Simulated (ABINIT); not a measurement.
HfO2, 6 atoms in the cell. It takes space group P4_2/mnm (No. 136, tetragonal). Conventional cell: a = 4.814 Å, b = 4.814 Å, c = 3.205 Å, α = 90.00°, β = 90.00°, γ = 90.00°. Around Hf (site symmetry mmm) lie 6 O at 2.08 Å. O (site symmetry m2m) has 3 Hf at 2.08 Å as nearest neighbours. Measurements of this composition are mostly on another form, of space group No. 14.

| Property | Result |
| --- | --- |
| Program | ABINIT 10.8.3 (patched build) |
| Task | band structure |
| Functional | r2SCAN |
| Potentials or basis | JTH PAW PBE v2.0 |
| Cutoff | 762 eV |
| k mesh | 5 × 5 × 7 |
| Occupations | fermi-dirac, width 0.05 eV |
| Spin | no spin polarisation |
| Fine-grid cutoff | 1360.57 eV |

Potentials or basis: JTH PAW PBE v2.0.

Command:

```console
$ abinit run.abi > log 2>&1
```

Hardware: 1 thread of Intel(R) Xeon(R) Platinum 8375C CPU @ 2.90GHz (Ice Lake), on a shared host.

Question: How long does it take, and how much memory?

Answer: Run time: 15 min on 1 thread of Intel(R) Xeon(R) Platinum 8375C CPU @ 2.90GHz (Ice Lake) (shared host), peak memory 0.27 GiB. Counts: scf iterations 16, mpi ranks 1, k points 24, bands 29, plane waves 3566.
